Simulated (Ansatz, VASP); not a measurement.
## MoS2 in VASP and in Ansatz

```
CELL_PARAMETERS angstrom
3.14937 0.00000 0.00000
-1.57469 2.72743 0.00000
0.00000 0.00000 12.08792
ATOMIC_POSITIONS crystal
Mo 0.33333 0.66667 0.25000
Mo 0.66667 0.33333 0.75000
S 0.33333 0.66667 0.62046
S 0.66667 0.33333 0.12046
S 0.33333 0.66667 0.87954
S 0.66667 0.33333 0.37954
```

Alike in both runs: functional PBE; dispersion D3(BJ); k mesh 12 × 12 × 4; no spin polarisation.

Ansatz relaxed the structure, and its values are those at the end. VASP's run is a single point on that final structure, the one shown.

```csv
,VASP,Ansatz
version,VASP 6.6.1,Ansatz 0.2.0
potentials or method,"VASP PAW PBE potentials, release 64 (Mo_sv, S)","scalar-relativistic, plane waves, PAW"
plane-wave cutoff (eV),520,420
occupations,"gaussian, width 0.01 eV",fixed
valence electrons in the cell,52,52
```

```csv
,VASP,Ansatz,Ansatz less VASP
gap on the k mesh at the Fermi level (eV),0.80,0.78,-0.016
least direct gap on the mesh (eV),1.70,1.70,-0.004
pressure (GPa),-0.1,0.0,+0.14
rms of the force components (eV/Å),0.006,0.000,-0.0058
```

A k mesh can miss the band edges.
